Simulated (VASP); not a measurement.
# Ge (Fd-3m) in VASP: further runs

Aim: see how the results for Ge move with the level of theory and the settings. Levels: PBE, LDA, r2SCAN, TB-mBJ. Tasks: band structure.

All numbers are computed with VASP 6.6.1; they aren't measurements. Logs are shortened: lines on timing, memory, paths and dates and some standing lists are left out, and cuts for length are marked.

**The experiment to reproduce.**

From “Temperature-dependent photoluminescence in Ge: experiment and theory”, 2020, arxiv:2003.00143, for a bulk crystal of Ge at 0 K: band gap 0.744 eV (indirect).

“Electronic and optical properties of SixGe1-x-ySny alloys lattice-matched to Ge”, 2021, arxiv:2109.02782 reports, for a bulk crystal of Ge: band gap 0.666 eV (indirect) at 293 K; band gap 0.807 eV (direct) at 300 K.

The runs below are set against these values where they give the same quantity.

### 1 The structure

It takes space group Fd-3m (No. 227, cubic). Conventional cell: a = 5.674 Å, b = 5.674 Å, c = 5.674 Å, α = 90.00°, β = 90.00°, γ = 90.00°. Ge (site symmetry -43m) has 4 Ge at 2.46 Å as nearest neighbours.

### 2 Band structure, PBE

INCAR

```
SYSTEM = Ge
ALGO     = Normal         ! electronic algorithm
EDIFF    = 1E-6           ! SCF threshold, eV
ENCUT    = 520            ! plane-wave cutoff, eV
GGA      = PE             ! functional
ISIF     = 2              ! what is computed and relaxed
ISMEAR   = 0              ! smearing method
KPAR     = 4            
LASPH    = .TRUE.         ! aspherical terms in the spheres
LCHARG   = .FALSE.        ! write CHGCAR
LREAL    = .FALSE.        ! projectors in reciprocal space
LWAVE    = .FALSE.        ! write WAVECAR
NBANDS   = 21             ! bands
NELM     = 80             ! most SCF steps
PREC     = Accurate       ! precision mode
SIGMA    = 0.03           ! smearing width, eV
```

KPOINTS

```
k-points
0
G
  10 10 10
  0 0 0
```

POSCAR

```
Ge                                      
1.0
    0.0000000000      2.8370028273      2.8370028273
    2.8370028273      0.0000000000      2.8370028273
    2.8370028273      2.8370028273      0.0000000000
  Ge            
     2
Direct
     0.0000000000000000    0.0000000000000000    0.0000000000000000
     0.2500000000000000    0.2500000000000000    0.2500000000000000
```

KPOINTS_OPT

```
explicit points
202
Reciprocal
 0.0000000000  0.0000000000  0.0000000000 1
 0.0555555556  0.0000000000  0.0555555556 1
 0.1111111111  0.0000000000  0.1111111111 1
 0.1666666667  0.0000000000  0.1666666667 1
 0.2222222222  0.0000000000  0.2222222222 1
 0.2777777778  0.0000000000  0.2777777778 1
[... 194 lines left out ...]
 0.4888572500  0.0111427500  0.5000000000 1
 0.5111427500 -0.0111427500  0.5000000000 1
```

Potentials or basis: VASP PAW PBE potentials, release 64 (Ge_d).

On the command line:

```bash
cat potpaw_PBE.64/Ge_d/POTCAR > POTCAR
mpirun -np 4 vasp_std > vasp.out
```

OUTCAR:

```text
SYSTEM = Ge
   EDIFF = 1E-6
   ENCUT = 520
   GGA = PE
   ISIF = 2
   ISMEAR = 0
   LASPH = .TRUE.
   LREAL = .FALSE.
   NELM = 80
   PREC = Accurate

 ion  position               nearest neighbor table
   1  0.000  0.000  0.000-   2 2.46   2 2.46   2 2.46   2 2.46
   2  0.250  0.250  0.250-   1 2.46   1 2.46   1 2.46   1 2.46

  LATTYP: Found a face centered cubic cell.
 ALAT       =     5.6740056546

  Lattice vectors:

 A1 = (   0.0000000000,   2.8370028273,   2.8370028273)
 A2 = (   2.8370028273,   0.0000000000,   2.8370028273)
 A3 = (   2.8370028273,   2.8370028273,   0.0000000000)

Analysis of symmetry for initial positions (statically):
=====================================================================
 Subroutine PRICEL returns:
 Original cell was already a primitive cell.

 Routine SETGRP: Setting up the symmetry group for a
 face centered cubic supercell.

 Subroutine GETGRP returns: Found 48 space group operations
 (whereof 24 operations were pure point group operations)
 out of a pool of 48 trial point group operations.

The static configuration has the point symmetry T_d .
 The point group associated with its full space group is O_h .

Analysis of symmetry for dynamics (positions and initial velocities):
=====================================================================
 Subroutine PRICEL returns:
 Original cell was already a primitive cell.

 Routine SETGRP: Setting up the symmetry group for a
 face centered cubic supercell.

 Subroutine GETGRP returns: Found 48 space group operations
 (whereof 24 operations were pure point group operations)
 out of a pool of 48 trial point group operations.

The dynamic configuration has the point symmetry T_d .
 The point group associated with its full space group is O_h .

 Subroutine INISYM returns: Found 48 space group operations
 (whereof 24 operations are pure point group operations),
 and found     1 'primitive' translations

----------------------------------------------------------------------------------------

                                     Primitive cell

  volume of cell :      45.6677

  direct lattice vectors                    reciprocal lattice vectors
     0.000000000  2.837002827  2.837002827    -0.176242334  0.176242334  0.176242334
     2.837002827  0.000000000  2.837002827     0.176242334 -0.176242334  0.176242334
     2.837002827  2.837002827  0.000000000     0.176242334  0.176242334 -0.176242334

  length of vectors
     4.012127875  4.012127875  4.012127875     0.305260677  0.305260677  0.305260677

  position of ions in fractional coordinates (direct lattice)
     0.000000000  0.000000000  0.000000000
     0.250000000  0.250000000  0.250000000

  ion indices of the primitive-cell ions
   primitive index   ion index
                 1           1
                 2           2

----------------------------------------------------------------------------------------

 KPOINTS: k-points

Automatic generation of k-mesh.
 Grid dimensions read from file:
 generate k-points for:   10   10   10

 Generating k-lattice:

  Cartesian coordinates                     Fractional coordinates (reciprocal lattice)
    -0.017624233  0.017624233  0.017624233     0.100000000  0.000000000  0.000000000
     0.017624233 -0.017624233  0.017624233     0.000000000  0.100000000  0.000000000
     0.017624233  0.017624233 -0.017624233     0.000000000  0.000000000  0.100000000

  Length of vectors
     0.030526068  0.030526068  0.030526068

  Shift w.r.t. Gamma in fractional coordinates (k-lattice)
     0.000000000  0.000000000  0.000000000

 Subroutine IBZKPT returns following result:
 ===========================================

 Found     47 irreducible k-points:

 Following reciprocal coordinates:
            Coordinates               Weight
  0.000000  0.000000  0.000000      1.000000
  0.100000  0.000000  0.000000      8.000000
  0.200000  0.000000  0.000000      8.000000
  0.300000  0.000000  0.000000      8.000000
  0.400000  0.000000  0.000000      8.000000
  0.500000  0.000000  0.000000      4.000000
[... 16 lines left out ...]
  0.300000  0.300000  0.000000      6.000000
  0.400000  0.300000  0.000000     24.000000
 [... further k-points ...]
   k-points           NKPTS =     47   k-points in BZ     NKDIM =     47   number of bands    NBANDS=     21
   number of dos      NEDOS =    301   number of ions     NIONS =      2
   total plane-waves  NPLWV =  27000
   dimension x,y,z NGX =    30 NGY =   30 NGZ =   30
   dimension x,y,z NGXF=    60 NGYF=   60 NGZF=   60
   ions per type =               2
   NGX,Y,Z   is equivalent  to a cutoff of  12.43, 12.43, 12.43 a.u.
   NGXF,Y,Z  is equivalent  to a cutoff of  24.86, 24.86, 24.86 a.u.
 SYSTEM =  Ge
   PREC   = accura    normal or accurate (medium, high low for compatibility)
   ISTART =      0    job   : 0-new  1-cont  2-samecut
   ICHARG =      2    charge: 1-file 2-atom 10-const
   ISPIN  =      1    spin polarized calculation?
   LNONCOLLINEAR =      F non collinear calculations
   LSORBIT =      F    spin-orbit coupling
   LASPH  =      T    aspherical Exc in radial PAW
   ENCUT  =  520.0 eV  38.22 Ry    6.18 a.u.   7.46  7.46  7.46*2*pi/ulx,y,z
   NELM   =     80;   NELMIN=  2; NELMDL= -5     # of ELM steps
   EDIFF  = 0.1E-05   stopping-criterion for ELM
   LREAL  =      F    real-space projection
   EDIFFG = 0.1E-04   stopping-criterion for IOM
   NSW    =      0    number of steps for IOM
   IBRION =     -1    ionic relax: 0-MD 1-quasi-New 2-CG
   NFREE  =      0    steps in history (QN), initial steepest desc. (CG)
   ISIF   =      2    stress and relaxation
   ISYM   =      2    0-nonsym 1-usesym 2-fastsym
   POTIM  = 0.5000    time-step for ionic-motion
   TEBEG  =    0.0;   TEEND  =   0.0 temperature during run
   PSTRESS=    0.0 pullay stress
   NELECT =      28.0000    total number of electrons
   NUPDOWN=      -1.0000    fix difference up-down
   EMIN   =  10.00;   EMAX   =-10.00  energy-range for DOS
   EFERMI =   0.00;   METHOD = LEGACY
   ISMEAR =     0;   SIGMA  =   0.03  broadening in eV -4-tet -1-fermi 0-gaus
   EFERMI_NEDOS =   21; number of points for ismear=-14 and -15
   IALGO  =     38    algorithm
   IMIX   =      4    mixing-type and parameters
     AMIX     =   0.40;   BMIX     =  1.00
     AMIX_MAG =   1.60;   BMIX_MAG =  1.00
  volume/ion in A,a.u.               =      22.83       154.09
  Fermi-wavevector in a.u.,A,eV,Ry     =   1.390778  2.628189 26.317243  1.934263
  Thomas-Fermi vector in A             =   2.514680
   LORBIT       =      0    0 simple, 1 ext, 2 COOP (PROOUT), +10 PAW based schemes
   GGA     = PE    functional components
   LHFCALC =     F    Hartree Fock is set to
   AEXX    =    0.0000 exact exchange contribution
   IVDW    =     0    specifies the selected vdW correction
   LEPSILON=     F    determine dielectric tensor
   LRPA    =     F    only Hartree local field effects (RPA)
 non-spin polarized calculation
 Gauss-broadening in eV      SIGMA  =   0.03
  energy-cutoff  :      520.00
  volume of cell :       45.67
 maximum number of plane-waves:      1249
 NGX is ok and might be reduce to    30
   NGX = 15   NGY = 15   NGZ = 15

 number of electron      28.0000015 magnetization

 Free energy of the ion-electron system (eV)
  ---------------------------------------------------
  ext. energy  EPLUGINS =         0.00000000
  ---------------------------------------------------
  free energy    TOTEN  =        -9.01466027 eV

  energy without entropy =       -9.01461335  energy(sigma->0) =       -9.01463681

 E-fermi :   4.9188     XC(G=0):  -9.8837

 val. band max:        4.9095110917   @ k =   0.0000   0.0000   0.0000
 cond. band min:       5.0680861484   @ k =   0.5000   0.0000   0.0000
 fundamental gap:      0.1585750567
 Fermi energy:         4.9187684524

 k-point     1 :       0.0000    0.0000    0.0000
  band No.  band energies     occupation
      1     -19.8930      2.00000
      2     -19.8930      2.00000
      3     -19.8930      2.00000
      4     -19.8575      2.00000
      5     -19.8575      2.00000
      6     -19.6516      2.00000
[... 13 lines left out ...]
     20      14.3692      0.00000
     21      14.3692      0.00000

 k-point     2 :       0.1000    0.0000    0.0000
  band No.  band energies     occupation
      1     -19.8987      2.00000
      2     -19.8987      2.00000
      3     -19.8914      2.00000
      4     -19.8498      2.00000
      5     -19.8498      2.00000
      6     -19.6603      2.00000
[... 13 lines left out ...]
     20      13.6669      0.00000
     21      13.6669      0.00000

 k-point     3 :       0.2000    0.0000    0.0000
  band No.  band energies     occupation
      1     -19.9074      2.00000
      2     -19.9074      2.00000
      3     -19.8872      2.00000
      4     -19.8359      2.00000
      5     -19.8359      2.00000
      6     -19.6720      2.00000
[... 13 lines left out ...]
     20      13.1659      0.00000
     21      13.1659      0.00000

 k-point     4 :       0.3000    0.0000    0.0000
  band No.  band energies     occupation
      1     -19.9134      2.00000
      2     -19.9134      2.00000
      3     -19.8819      2.00000
      4     -19.8245      2.00000
      5     -19.8245      2.00000
      6     -19.6805      2.00000
[... 13 lines left out ...]
     20      13.5358      0.00000
     21      13.5358      0.00000

 k-point     5 :       0.4000    0.0000    0.0000
  band No.  band energies     occupation
      1     -19.9162      2.00000
      2     -19.9162      2.00000
      3     -19.8774      2.00000
      4     -19.8183      2.00000
      5     -19.8183      2.00000
      6     -19.6845      2.00000
[... 13 lines left out ...]
     20      14.7587      0.00000
     21      14.7587      0.00000

 k-point     6 :       0.5000    0.0000    0.0000
  band No.  band energies     occupation
      1     -19.9170      2.00000
      2     -19.9170      2.00000
      3     -19.8757      2.00000
      4     -19.8166      2.00000
      5     -19.8166      2.00000
      6     -19.6855      2.00000
[... 13 lines left out ...]
     20      15.8959      0.00000
     21      16.0885      0.00000

 k-point     7 :       0.1000    0.1000    0.0000
  band No.  band energies     occupation
      1     -19.8988      2.00000
      2     -19.8967      2.00000
      3     -19.8967      2.00000
      4     -19.8519      2.00000
      5     -19.8417      2.00000
      6     -19.6762      2.00000
[... 13 lines left out ...]
     20      12.7235      0.00000
     21      14.5384      0.00000
[... 291 lines left out ...]
      1     -19.9368      2.00000
      2     -19.9243      2.00000
      3     -19.8492      2.00000
      4     -19.7986      2.00000
      5     -19.7902      2.00000
      6     -19.7173      2.00000
[... 13 lines left out ...]
     20      14.2624      0.00000
     21      15.7097      0.00000

 k-point    21 :      -0.3000    0.2000    0.0000
  band No.  band energies     occupation
      1     -19.9317      2.00000
      2     -19.9248      2.00000
      3     -19.8522      2.00000
      4     -19.8146      2.00000
      5     -19.7909      2.00000
      6     -19.7136      2.00000
[... 13 lines left out ...]
     20      14.2228      0.00000
     21      16.2381      0.00000

 k-point    22 :      -0.2000    0.2000    0.0000
  band No.  band energies     occupation
      1     -19.9219      2.00000
      2     -19.9215      2.00000
      3     -19.8665      2.00000
      4     -19.8258      2.00000
      5     -19.8031      2.00000
      6     -19.7047      2.00000
[... 13 lines left out ...]
     20      14.7386      0.00000
     21      15.2720      0.00000

 k-point    23 :       0.3000    0.3000    0.0000
  band No.  band energies     occupation
      1     -19.9159      2.00000
      2     -19.9159      2.00000
      3     -19.8935      2.00000
      4     -19.8107      2.00000
      5     -19.7699      2.00000
      6     -19.7588      2.00000
[... 13 lines left out ...]
     20      15.8952      0.00000
     21      16.0749      0.00000

 k-point    24 :       0.4000    0.3000    0.0000
  band No.  band energies     occupation
      1     -19.9259      2.00000
      2     -19.9204      2.00000
      3     -19.8773      2.00000
      4     -19.7959      2.00000
      5     -19.7760      2.00000
      6     -19.7531      2.00000
[... 13 lines left out ...]
     20      16.5186      0.00000
     21      16.6314      0.00000

 [... further k-points ...]

------------------------ aborting loop because EDIFF is reached ----------------------------------------

  FORCE on cell =-STRESS in cart. coord.  units (eV):
  Direction    XX          YY          ZZ          XY          YZ          ZX
  --------------------------------------------------------------------------------------
  -------------------------------------------------------------------------------------
  Total        0.8270970      0.8270970      0.8270970      0.0000000      0.0000000      0.0000000
  in kB       29.0173478     29.0173478     29.0173478      0.0000000      0.0000000      0.0000000
  external PRESSURE =      29.0173478 kB  Pullay stress =       0.0000000 kB

 VOLUME and BASIS-vectors are now :
 -----------------------------------------------------------------------------
  energy-cutoff  :      520.00
  volume of cell :       45.67
      direct lattice vectors                 reciprocal lattice vectors
     0.000000000  2.837002827  2.837002827    -0.176242334  0.176242334  0.176242334
     2.837002827  0.000000000  2.837002827     0.176242334 -0.176242334  0.176242334
     2.837002827  2.837002827  0.000000000     0.176242334  0.176242334 -0.176242334

 POSITION                                       TOTAL-FORCE (eV/Angst)
 -----------------------------------------------------------------------------------
      0.00000      0.00000      0.00000         0.000000      0.000000      0.000000
      1.41850      1.41850      1.41850        -0.000000     -0.000000     -0.000000
 -----------------------------------------------------------------------------------
    total drift:                                0.000000      0.000000      0.000000

  FREE ENERGIE OF THE ION-ELECTRON SYSTEM (eV)
  ---------------------------------------------------
  free  energy   TOTEN  =        -9.0146602722 eV

  energy  without entropy=       -9.0146133523  energy(sigma->0) =       -9.01463681
```

Run time: 30 s. Hardware: 4 MPI ranks of AMD EPYC 9R14 (Zen 4), shared host; peak memory 0.18 GiB.

What came out:

```
Free energy             : -9.0147 eV
Pressure                : 2.9 GPa
Band gap along the path : none (metal or under the smearing width)
```

Levels at the corners of the path, in eV from the Fermi level:
```
point  band 10  band 11  band 12  band 13  band 14  band 15  band 16  band 17  band 18  band 19
    Γ   -24.56   -12.72    -0.05    -0.01    -0.01    -0.01     2.54     2.54     2.54     6.40
    X   -24.52    -8.86    -8.86    -3.05    -3.05     0.76     0.76     9.44     9.44    11.52
    X   -24.52    -8.86    -8.86    -3.05    -3.05     0.76     0.76     9.44     9.44    11.52
    W   -24.51    -8.77    -8.77    -3.87    -3.87     4.28     4.28     4.71     4.71    10.96
    W   -24.51    -8.77    -8.77    -3.87    -3.87     4.28     4.28     4.71     4.71    10.96
    K   -24.50    -9.33    -8.28    -4.30    -2.62     1.16     4.06     7.16     7.33     8.14
    K   -24.50    -9.33    -8.28    -4.30    -2.62     1.16     4.06     7.16     7.33     8.14
    Γ   -24.56   -12.72    -0.05    -0.01    -0.01    -0.01     2.54     2.54     2.54     6.40
    Γ   -24.56   -12.72    -0.05    -0.01    -0.01    -0.01     2.54     2.54     2.54     6.40
    L   -24.53   -10.65    -7.57    -1.40    -1.40     0.15     3.74     3.74     7.12    10.51
    L   -24.53   -10.65    -7.57    -1.40    -1.40     0.15     3.74     3.74     7.12    10.51
    U   -24.50    -9.33    -8.28    -4.30    -2.62     1.16     4.06     7.16     7.33     8.14
    U   -24.50    -9.33    -8.28    -4.30    -2.62     1.16     4.06     7.16     7.33     8.14
    W   -24.51    -8.77    -8.77    -3.87    -3.87     4.28     4.28     4.71     4.71    10.96
    W   -24.51    -8.77    -8.77    -3.87    -3.87     4.28     4.28     4.71     4.71    10.96
    L   -24.53   -10.65    -7.57    -1.40    -1.40     0.15     3.74     3.74     7.12    10.51
    L   -24.53   -10.65    -7.57    -1.40    -1.40     0.15     3.74     3.74     7.12    10.51
    K   -24.50    -9.33    -8.28    -4.30    -2.62     1.16     4.06     7.16     7.33     8.14
    U   -24.50    -9.33    -8.28    -4.30    -2.62     1.16     4.06     7.16     7.33     8.14
    X   -24.52    -8.86    -8.86    -3.05    -3.05     0.76     0.76     9.44     9.44    11.52
```

Caveat: this crystal is a semiconductor, whose small gap the functional closes, so the metal is an error of the method.

### 3 Band structure, LDA

INCAR, as its differences from that of step 2:

```diff
@@ -4,3 +4,3 @@
 ENCUT    = 520            ! plane-wave cutoff, eV
-GGA      = PE             ! functional
+GGA      = CA             ! functional
 ISIF     = 2              ! what is computed and relaxed
```

KPOINTS is that of step 2.

POSCAR is that of step 2.

KPOINTS_OPT is that of step 2.

Potentials or basis: VASP PAW LDA potentials, release 64 (Ge_d).

On the command line:

```bash
cat potpaw_LDA.64/Ge_d/POTCAR > POTCAR
mpirun -np 4 vasp_std > vasp.out
```

Run time: 28 s. Hardware: 4 MPI ranks of AMD EPYC 9R14 (Zen 4), shared host; peak memory 0.17 GiB.

It converged, with:

```yaml
Free_energy: -10.3823 eV
Pressure: -1.7 GPa
Band_gap_along_the_path: none (metal or under the smearing width)
```

Levels at the corners of the path, in eV from the Fermi level:
```tsv
point	band 11	band 12	band 13	band 14	band 15	band 16	band 17	band 18
Γ	-12.74	-0.23	-0.01	-0.01	-0.01	2.52	2.52	2.52
X	-8.90	-8.90	-3.05	-3.05	0.67	0.67	9.33	9.33
X	-8.90	-8.90	-3.05	-3.05	0.67	0.67	9.33	9.33
W	-8.80	-8.80	-3.88	-3.88	4.21	4.21	4.64	4.64
W	-8.80	-8.80	-3.88	-3.88	4.21	4.21	4.64	4.64
K	-9.37	-8.31	-4.31	-2.61	1.07	3.99	7.05	7.28
K	-9.37	-8.31	-4.31	-2.61	1.07	3.99	7.05	7.28
Γ	-12.74	-0.23	-0.01	-0.01	-0.01	2.52	2.52	2.52
Γ	-12.74	-0.23	-0.01	-0.01	-0.01	2.52	2.52	2.52
L	-10.68	-7.60	-1.40	-1.40	0.03	3.71	3.71	6.96
L	-10.68	-7.60	-1.40	-1.40	0.03	3.71	3.71	6.96
U	-9.37	-8.31	-4.31	-2.61	1.07	3.99	7.05	7.28
U	-9.37	-8.31	-4.31	-2.61	1.07	3.99	7.05	7.28
W	-8.80	-8.80	-3.88	-3.88	4.21	4.21	4.64	4.64
W	-8.80	-8.80	-3.88	-3.88	4.21	4.21	4.64	4.64
L	-10.68	-7.60	-1.40	-1.40	0.03	3.71	3.71	6.96
L	-10.68	-7.60	-1.40	-1.40	0.03	3.71	3.71	6.96
K	-9.37	-8.31	-4.31	-2.61	1.07	3.99	7.05	7.28
U	-9.37	-8.31	-4.31	-2.61	1.07	3.99	7.05	7.28
X	-8.90	-8.90	-3.05	-3.05	0.67	0.67	9.33	9.33
```

Caveat: this crystal is a semiconductor, whose small gap the functional closes, so the metal is an error of the method.

(Continued in part 2 of 3.)
